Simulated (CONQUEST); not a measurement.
# BaH2 under changes of volume

One of the cells (17.401 Å³/atom); the others are scaled copies at fixed shape and fractional positions:

```
Ba H
1.0
     4.46203    0.00000    0.00000
     0.00000    6.05529    0.00000
     0.00000    0.00000    7.72845
Ba H
4 8
Direct
  0.00000 0.25000 0.66667
  0.50000 0.25000 0.16667
  0.00000 0.75000 0.33333
  0.50000 0.75000 0.83333
  0.00000 0.00000 0.00000
  0.50000 0.00000 0.50000
  0.00000 0.50000 0.00000
  0.50000 0.50000 0.50000
  0.00000 0.25000 0.33333
  0.50000 0.25000 0.83333
  0.00000 0.75000 0.66667
  0.50000 0.75000 0.16667
```

The cell comes from a database or a generator and needn't be the stable form of this composition.

* Program: CONQUEST 1.3
* Functional: PBEsol
* Potentials or basis: PseudoDojo NC PBEsol, DZP, grid of 48 × 60 × 80 points
* k mesh: 6 × 5 × 4
* Occupations: fermi-dirac, width 0.05 eV
* Spin: no spin polarisation

```csv
volume (Å³/atom),energy over the lowest point (meV/atom),pressure (GPa),gap on the mesh (eV),largest force (eV/Å)
16.357,?,?,?,?
16.705,0.00,-0.2,1.51,0.006
17.053,1.16,-0.9,1.50,0.002
17.401,3.87,-1.6,1.49,0.005
17.749,7.96,-2.2,1.48,0.005
18.097,13.24,-2.7,1.47,0.003
18.445,19.77,-3.3,1.46,0.010
```

Question: What does the run at 16.357 Å³/atom give?

Answer: Energy over the lowest point 0.56 meV/atom; pressure 0.7 GPa; gap on the mesh 1.52 eV; largest force 0.001 eV/Å.

Worked out: A Birch-Murnaghan fit of order 3 (a polynomial in V^(-2/3)) to the other rows has its minimum at 16.63 Å³/atom, just outside them, with B0 = V·E''(V) = 37 GPa and B' = 3.2 at fixed shape and positions, which overstates the stiffness. It gives 0.46 meV/atom at 16.357 Å³/atom, against the run's 0.56, and -dE/dV = 0.6 GPa, against 0.7. A straight line through the other rows of the gap, of slope -0.505 eV per unit of ln V, extrapolates to 1.52 eV, against the run's 1.52.

Energies are extrapolated to zero smearing.

Caveats: spin-orbit coupling is left out, which moves the levels of the heavy elements; an odd mesh through Γ misses points on the zone boundary, where band edges often lie; the basis of atomic orbitals isn't converged, which shifts pressures, moduli and gaps.
